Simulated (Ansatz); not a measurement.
TiO in Ansatz: the effect of strain

TiO:

```
CELL_PARAMETERS angstrom
2.73754 0.00000 0.00000
-1.36877 2.37078 0.00000
0.00000 0.00000 5.56750
ATOMIC_POSITIONS crystal
Ti 0.66667 0.33333 0.75000
Ti 0.33333 0.66667 0.25000
O 0.00000 0.00000 0.50000
O 0.00000 0.00000 0.00000
```

The cell comes from a database or a generator and needn't be the stable form of this composition.

Alike in all runs:

| Item | Value |
| --- | --- |
| Program | Ansatz 0.2.0 |
| Task | band structure |
| Functional | PBEsol |
| Potentials or basis | Ansatz PAW |
| Cutoff | 420 eV (not typed: the program's choice for these potentials) |
| k mesh | 9 × 9 × 4 |
| Occupations | fermi-dirac, width 0.05 eV |
| Spin | no spin polarisation |
| Kind of strain | biaxial |
| Path | [["G", "M", "K", "G", "A", "L", "H", "A"], ["L", "M"], ["K", "H"]] |
| Points for each segment of the path | 14 |

| strain | pressure (GPa) |
| --- | --- |
| -0.04 | 10.4 |
| -0.02 | -0.8 |
| -0.01 | -5.6 |
| 0 | -10.0 |
| 0.01 | -13.9 |
| 0.02 | ? |
| 0.04 | -23.5 |

Task: What does the run with strain 0.02 give?

Result: Pressure -17.5 GPa.

Worked out: A parabola through the other rows of the pressure, of slope -336 GPa per unit of strain there, gives -17.6 GPa, against the run's -17.5.

Caveats: the PAW data sets come from PBE, with cores solved anew for the run's functional, which leaves a small shift of forces and pressure.
